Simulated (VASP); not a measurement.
# LiH in VASP: notebook

The runs below take LiH through single point, with PBE.

All numbers are computed with VASP 6.6.1; they aren't measurements. Logs are shortened: lines on timing, memory, paths and dates and some standing lists are left out, and cuts for length are marked.

### 1 The structure

The cell holds a sheet with vacuum, 2 atoms: a = 3.078 Å, b = 3.078 Å, c = 25.327 Å, α = 90.00°, β = 90.00°, γ = 120.00°.

The cell was built by a generator and needn't be a form met in nature.

### 2 Single point, PBE

INCAR reads:

```
SYSTEM = LiH
PREC = Accurate ; ENCUT = 520
EDIFF = 1E-7 ; ISMEAR = 0
SIGMA = 0.02 ; LREAL = .FALSE.
LASPH = .TRUE. ; NELM = 100
ALGO = Normal ; ISIF = 2
LWAVE = .FALSE. ; LCHARG = .TRUE.
LDIPOL = .TRUE. ; IDIPOL = 3
DIPOL = 0.5 0.5 0.296 ; GGA = PE
LELF = .TRUE. ; LVHAR = .TRUE.
LVACPOTAV = .TRUE. ; NBANDS = 9
```

KPOINTS reads:

```
regular mesh
0
G
  12 12 1
  0 0 0
```

POSCAR reads:

```
LiH
1.0
    3.0782453296     -0.0000003418      0.0000000000
   -1.5391223688      2.6658388255      0.0000000000
    0.0000000000      0.0000000000     25.3271890000
Li H
1 1
Direct
    0.3333333333      0.6666666667      0.2961188467
    0.0000000000      0.0000000000      0.2961300602
```

Potentials or basis: VASP PAW PBE potentials, release 64 (Li_sv, H).

Command:

```bash
$ cat potpaw_PBE.64/Li_sv/POTCAR potpaw_PBE.64/H/POTCAR > POTCAR
$ mpirun -np 1 vasp_std > vasp.out
```

OUTCAR:

```text
SYSTEM = LiH
   PREC = Accurate
   ENCUT = 520
   EDIFF = 1E-7
   ISMEAR = 0
   LREAL = .FALSE.
   LASPH = .TRUE.
   NELM = 100
   ISIF = 2
   GGA = PE

 ion  position               nearest neighbor table
   1  0.333  0.667  0.296-
   2  0.000  0.000  0.296-

  LATTYP: Found a hexagonal cell.
 ALAT       =     3.0782453296
 C/A-ratio  =     8.2278006748

  Lattice vectors:

 A1 = (   3.0782453296,  -0.0000003418,   0.0000000000)
 A2 = (  -1.5391223688,   2.6658388255,   0.0000000000)
 A3 = (   0.0000000000,   0.0000000000,  25.3271890000)

Analysis of symmetry for initial positions (statically):
=====================================================================
 Subroutine PRICEL returns:
 Original cell was already a primitive cell.

 Routine SETGRP: Setting up the symmetry group for a
 hexagonal supercell.

 Subroutine GETGRP returns: Found  6 space group operations
 (whereof  6 operations were pure point group operations)
 out of a pool of 24 trial point group operations.

The static configuration has the point symmetry C_3v.

Analysis of symmetry for dynamics (positions and initial velocities):
=====================================================================
 Subroutine PRICEL returns:
 Original cell was already a primitive cell.

 Routine SETGRP: Setting up the symmetry group for a
 hexagonal supercell.

 Subroutine GETGRP returns: Found  6 space group operations
 (whereof  6 operations were pure point group operations)
 out of a pool of 24 trial point group operations.

The dynamic configuration has the point symmetry C_3v.

 Subroutine INISYM returns: Found  6 space group operations
 (whereof  6 operations are pure point group operations),
 and found     1 'primitive' translations

----------------------------------------------------------------------------------------

                                     Primitive cell

  volume of cell :     207.8376

  direct lattice vectors                    reciprocal lattice vectors
     3.078245330 -0.000000342  0.000000000     0.324860418  0.187558202  0.000000000
    -1.539122369  2.665838825  0.000000000     0.000000042  0.375116475  0.000000000
     0.000000000  0.000000000 25.327189000     0.000000000  0.000000000  0.039483260

  length of vectors
     3.078245330  3.078245330 25.327189000     0.375116475  0.375116475  0.039483260

  position of ions in fractional coordinates (direct lattice)
     0.333333333  0.666666667  0.296118847
     0.000000000  0.000000000  0.296130060

  ion indices of the primitive-cell ions
   primitive index   ion index
                 1           1
                 2           2

----------------------------------------------------------------------------------------

 KPOINTS: regular mesh

Automatic generation of k-mesh.
 Grid dimensions read from file:
 generate k-points for:   12   12    1

 Generating k-lattice:

  Cartesian coordinates                     Fractional coordinates (reciprocal lattice)
     0.027071701  0.015629850  0.000000000     0.083333333 -0.000000000  0.000000000
     0.000000003  0.031259706  0.000000000    -0.000000000  0.083333333  0.000000000
     0.000000000  0.000000000  0.039483260     0.000000000  0.000000000  1.000000000

  Length of vectors
     0.031259706  0.031259706  0.039483260

  Shift w.r.t. Gamma in fractional coordinates (k-lattice)
     0.000000000  0.000000000  0.000000000

 Subroutine IBZKPT returns following result:
 ===========================================

 Found     19 irreducible k-points:

 Following reciprocal coordinates:
            Coordinates               Weight
  0.000000  0.000000  0.000000      1.000000
  0.083333  0.000000  0.000000      6.000000
  0.166667 -0.000000  0.000000      6.000000
  0.250000 -0.000000  0.000000      6.000000
  0.333333  0.000000  0.000000      6.000000
  0.416667  0.000000  0.000000      6.000000
[... 11 lines left out ...]
  0.333333  0.250000  0.000000     12.000000
  0.333333  0.333333  0.000000      2.000000
   k-points           NKPTS =     19   k-points in BZ     NKDIM =     19   number of bands    NBANDS=      9
   number of dos      NEDOS =    301   number of ions     NIONS =      2
   total plane-waves  NPLWV = 110592
   dimension x,y,z NGX =    24 NGY =   24 NGZ =  192
   dimension x,y,z NGXF=    48 NGYF=   48 NGZF=  384
   ions per type =               1   1
   NGX,Y,Z   is equivalent  to a cutoff of  12.96, 12.96, 12.60 a.u.
   NGXF,Y,Z  is equivalent  to a cutoff of  25.92, 25.92, 25.21 a.u.
 SYSTEM =  LiH
   PREC   = accura    normal or accurate (medium, high low for compatibility)
   ISTART =      0    job   : 0-new  1-cont  2-samecut
   ICHARG =      2    charge: 1-file 2-atom 10-const
   ISPIN  =      1    spin polarized calculation?
   LNONCOLLINEAR =      F non collinear calculations
   LSORBIT =      F    spin-orbit coupling
   LASPH  =      T    aspherical Exc in radial PAW
   ENCUT  =  520.0 eV  38.22 Ry    6.18 a.u.   5.72  5.72 47.09*2*pi/ulx,y,z
   NELM   =    100;   NELMIN=  2; NELMDL= -5     # of ELM steps
   EDIFF  = 0.1E-06   stopping-criterion for ELM
   LREAL  =      F    real-space projection
   EDIFFG = 0.1E-05   stopping-criterion for IOM
   NSW    =      0    number of steps for IOM
   IBRION =     -1    ionic relax: 0-MD 1-quasi-New 2-CG
   NFREE  =      0    steps in history (QN), initial steepest desc. (CG)
   ISIF   =      2    stress and relaxation
   ISYM   =      2    0-nonsym 1-usesym 2-fastsym
   POTIM  = 0.5000    time-step for ionic-motion
   TEBEG  =    0.0;   TEEND  =   0.0 temperature during run
   PSTRESS=    0.0 pullay stress
   NELECT =       4.0000    total number of electrons
   NUPDOWN=      -1.0000    fix difference up-down
   EMIN   =  10.00;   EMAX   =-10.00  energy-range for DOS
   EFERMI =   0.00;   METHOD = LEGACY
   ISMEAR =     0;   SIGMA  =   0.02  broadening in eV -4-tet -1-fermi 0-gaus
   EFERMI_NEDOS =   21; number of points for ismear=-14 and -15
   IALGO  =     38    algorithm
   IMIX   =      4    mixing-type and parameters
     AMIX     =   0.40;   BMIX     =  1.00
     AMIX_MAG =   1.60;   BMIX_MAG =  1.00
  volume/ion in A,a.u.               =     103.92       701.28
  Fermi-wavevector in a.u.,A,eV,Ry     =   0.438719  0.829059  2.618777  0.192475
  Thomas-Fermi vector in A             =   1.412366
   LORBIT       =      0    0 simple, 1 ext, 2 COOP (PROOUT), +10 PAW based schemes
   GGA     = PE    functional components
   LHFCALC =     F    Hartree Fock is set to
   AEXX    =    0.0000 exact exchange contribution
   IVDW    =     0    specifies the selected vdW correction
   LEPSILON=     F    determine dielectric tensor
   LRPA    =     F    only Hartree local field effects (RPA)
 non-spin polarized calculation
 Gauss-broadening in eV      SIGMA  =   0.02
  energy-cutoff  :      520.00
  volume of cell :      207.84
 maximum number of plane-waves:      5617
 NGX is ok and might be reduce to    24
   NGX = 11   NGY = 11   NGZ = 95

 dipolmoment           0.000000      0.000000     -0.000002 electrons x Angstroem

 number of electron       3.9999996 magnetization

 dipolmoment           0.000000      0.000000      0.000086 electrons x Angstroem

 Free energy of the ion-electron system (eV)
  ---------------------------------------------------
  ext. energy  EPLUGINS =         0.00000000
  ---------------------------------------------------
  free energy    TOTEN  =        -5.78918352 eV

  energy without entropy =       -5.78918352  energy(sigma->0) =       -5.78918352

 E-fermi :  -4.8113     XC(G=0):  -1.1707

 val. band max:       -4.9825678969   @ k =   0.3333   0.3333   0.0000
 cond. band min:      -1.5103327849   @ k =   0.0000   0.0000   0.0000
 fundamental gap:      3.4722351119
 Fermi energy:        -4.8112923754

 k-point     1 :       0.0000    0.0000    0.0000
  band No.  band energies     occupation
      1     -48.4069      2.00000
      2      -6.8674      2.00000
      3      -1.5103      0.00000
      4       0.0927      0.00000
      5       0.5037      0.00000
      6       0.6050      0.00000
      7       1.4614      0.00000
      8       1.4890      0.00000
      9       2.9301      0.00000

 k-point     2 :       0.0833    0.0000    0.0000
  band No.  band energies     occupation
      1     -48.4061      2.00000
      2      -6.7942      2.00000
      3      -1.3644      0.00000
      4       0.2308      0.00000
      5       0.6477      0.00000
      6       0.7519      0.00000
      7       1.6005      0.00000
      8       1.6357      0.00000
      9       3.0615      0.00000

 k-point     3 :       0.1667   -0.0000    0.0000
  band No.  band energies     occupation
      1     -48.4036      2.00000
      2      -6.5805      2.00000
      3      -0.9269      0.00000
      4       0.6392      0.00000
      5       1.0787      0.00000
      6       1.1924      0.00000
      7       2.0122      0.00000
      8       2.0755      0.00000
      9       3.4378      0.00000

 k-point     4 :       0.2500   -0.0000    0.0000
  band No.  band energies     occupation
      1     -48.4002      2.00000
      2      -6.2482      2.00000
      3      -0.1987      0.00000
      4       1.2810      0.00000
      5       1.7906      0.00000
      6       1.9264      0.00000
      7       2.6542      0.00000
      8       2.8082      0.00000
      9       3.8756      0.00000
[... 145 lines left out ...]
 k-point    17 :       0.2500    0.2500    0.0000
  band No.  band energies     occupation
      1     -48.3935      2.00000
      2      -5.3242      2.00000
      3       1.3915      0.00000
      4       2.4045      0.00000
      5       3.9325      0.00000
      6       4.4174      0.00000
      7       4.5646      0.00000
      8       5.0764      0.00000
      9       5.4309      0.00000

 k-point    18 :       0.3333    0.2500    0.0000
  band No.  band energies     occupation
      1     -48.3922      2.00000
      2      -5.0836      2.00000
      3       0.9353      0.00000
      4       3.7980      0.00000
      5       4.4031      0.00000
      6       5.6097      0.00000
      7       5.7395      0.00000
      8       6.0595      0.00000
      9       6.0670      0.00000

 k-point    19 :       0.3333    0.3333    0.0000
  band No.  band energies     occupation
      1     -48.3918      2.00000
      2      -4.9826      2.00000
      3       0.7706      0.00000
      4       4.3240      0.00000
      5       4.8567      0.00000
      6       5.5130      0.00000
      7       6.1264      0.00000
      8       6.9829      0.00000
      9       7.2530      0.00000

------------------------ aborting loop because EDIFF is reached ----------------------------------------

 vacuum level on the upper side and lower side of the slab       (xc-potential included)        -0.086        -0.081

  FORCE on cell =-STRESS in cart. coord.  units (eV):
  Direction    XX          YY          ZZ          XY          YZ          ZX
  --------------------------------------------------------------------------------------
  -------------------------------------------------------------------------------------
  Total       -0.0058185     -0.0058185     -0.0245767      0.0000000      0.0000000      0.0000000
  in kB       -0.0448536     -0.0448536     -0.1894569      0.0000000      0.0000000      0.0000000
  external PRESSURE =      -0.0930547 kB  Pullay stress =       0.0000000 kB

 VOLUME and BASIS-vectors are now :
 -----------------------------------------------------------------------------
  energy-cutoff  :      520.00
  volume of cell :      207.84
      direct lattice vectors                 reciprocal lattice vectors
     3.078245330 -0.000000342  0.000000000     0.324860418  0.187558202  0.000000000
    -1.539122369  2.665838825  0.000000000     0.000000042  0.375116475  0.000000000
     0.000000000  0.000000000 25.327189000     0.000000000  0.000000000  0.039483260

 POSITION                                       TOTAL-FORCE (eV/Angst)
 -----------------------------------------------------------------------------------
      0.00000      1.77723      7.49986        -0.000000      0.000000     -0.000587
      0.00000      0.00000      7.50014         0.000000      0.000000      0.000587
 -----------------------------------------------------------------------------------
    total drift:                                0.000000      0.000000     -0.002209

  FREE ENERGIE OF THE ION-ELECTRON SYSTEM (eV)
  ---------------------------------------------------
  free  energy   TOTEN  =        -5.7891835237 eV

  energy  without entropy=       -5.7891835237  energy(sigma->0) =       -5.78918352

 vacuum level on the upper side and lower side of the slab         0.347         0.345
```

It took 26 s on 1 thread of Intel Xeon 6975P-C (Granite Rapids), shared host; peak memory 0.31 GiB.

Results:

```yaml
Free_energy: -5.7892 eV
Band_gap_on_the_k_mesh: 3.47 eV, indirect (least direct gap 5.36 eV)
Ionisation_potential_of_the_upper_face: 5.33 eV
```

Levels at points of the mesh, in eV from the valence-band top:
| k point | band 1 | band 2 | band 3 | band 4 | band 5 |
| --- | --- | --- | --- | --- | --- |
| (0.00, 0.00, 0.00) | -43.42 | -1.88 | 3.47 | 5.08 | 5.49 |
| (0.50, 0.00, 0.00) | -43.41 | -0.36 | 6.14 | 8.36 | 9.09 |

Caveat: the cutoff is under 1.25 times the usual one of these potentials, so pressure, stress and relaxed cells hold a basis-set (Pulay) error.

### 3 Single point, PBE

This run uses another cell than the first one, of 103.64 Å³/atom, 0.997 times its volume.

INCAR reads:

```
  ALGO = Fast
  DIPOL = 0.5 0.5 0.296
  EDIFF = 1E-7
  ENCUT = 520
  GGA = PE
  IDIPOL = 3
  ISIF = 2
  ISMEAR = 0
  LASPH = True
  LCHARG = False
  LDIPOL = True
  LREAL = False
  LWAVE = False
  NBANDS = 9
  NELM = 100
  PREC = Accurate
  SIGMA = 0.02
```

KPOINTS reads:

```
k-points
0
Gamma
  12 12 1
```

POSCAR reads:

```
LiH
1.0
    3.0740680692     -0.0000003414      0.0000000000
   -1.5370337390      2.6622212116      0.0000000000
    0.0000000000      0.0000000000     25.3271890000
Li H
1 1
Direct
    0.3333333333      0.6666666667      0.2961374634
    0.0000000000      0.0000000000      0.2961114435
```

Potentials or basis: VASP PAW PBE potentials, release 64 (Li_sv, H).

Command:

```bash
$ cat potpaw_PBE.64/Li_sv/POTCAR potpaw_PBE.64/H/POTCAR > POTCAR
$ mpirun -np 1 vasp_std > vasp.out
```

It took 34 s on 1 thread of Intel Xeon 6975P-C (Granite Rapids), shared host; peak memory 0.32 GiB.

Results (log left out):

* Free energy: -5.7891 eV
* Band gap on the k mesh: 3.47 eV, indirect (least direct gap 5.36 eV)

Forces in eV/Å, atoms in the order of the input:
```
Li   0.000  0.000 -0.002
H    0.000  0.000  0.002
```

Levels at points of the mesh, in eV from the valence-band top:
| k point | band 1 | band 2 | band 3 | band 4 | band 5 | band 6 |
| --- | --- | --- | --- | --- | --- | --- |
| (0.00, 0.00, 0.00) | -43.41 | -1.89 | 3.47 | 5.08 | 5.49 | 5.59 |
| (0.50, 0.00, 0.00) | -43.40 | -0.36 | 6.15 | 8.37 | 9.10 | 10.18 |

Caveat: the cutoff is under 1.25 times the usual one of these potentials, so pressure, stress and relaxed cells hold a basis-set (Pulay) error. As with any semilocal functional, this PBE gap is likely too small.
